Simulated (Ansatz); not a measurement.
SiNi3: equation of state with PBEsol

SiNi3:

```
CELL_PARAMETERS angstrom
3.54200 0.00000 0.00000
0.00000 3.54200 0.00000
0.00000 0.00000 3.54200
ATOMIC_POSITIONS crystal
Ni 0.50000 0.50000 0.00000
Ni 0.50000 0.00000 0.50000
Ni 0.00000 0.50000 0.50000
Si 0.00000 0.00000 0.00000
```

| Item | Value |
| --- | --- |
| Program | Ansatz 0.2.0 |
| Task | equation of state |
| Functional | PBEsol |
| Potentials or basis | all-electron LAPW, scalar-relativistic |
| Basis error allowed | 0.002 eV/atom |
| k mesh | 8 × 8 × 8 |
| Occupations | fermi-dirac, width 0.05 eV |
| Spin | collinear spin, ferromagnetic start |
| Starting moments | [1.0, 1.0, 1.0, 0.0] μB |

The equilibrium volume is 10.36 Å³/atom (rough: see the caveat) and the bulk modulus is 241 GPa (rough).

Energy against volume, from the lowest point:
| volume (Å³/atom) | energy (meV/atom) |
| --- | --- |
| 10.443 | 0.00 |
| 10.665 | 5.75 |
| 10.887 | 17.56 |
| 11.109 | 34.71 |
| 11.331 | 56.60 |
| 11.554 | 82.65 |
| 11.776 | 112.37 |

All runs of the series together: 2 min on 4 threads of Arm Neoverse V1, with other jobs on the host.

Caveat: the minimum lies outside the volumes run; the starting moments weren't kept.
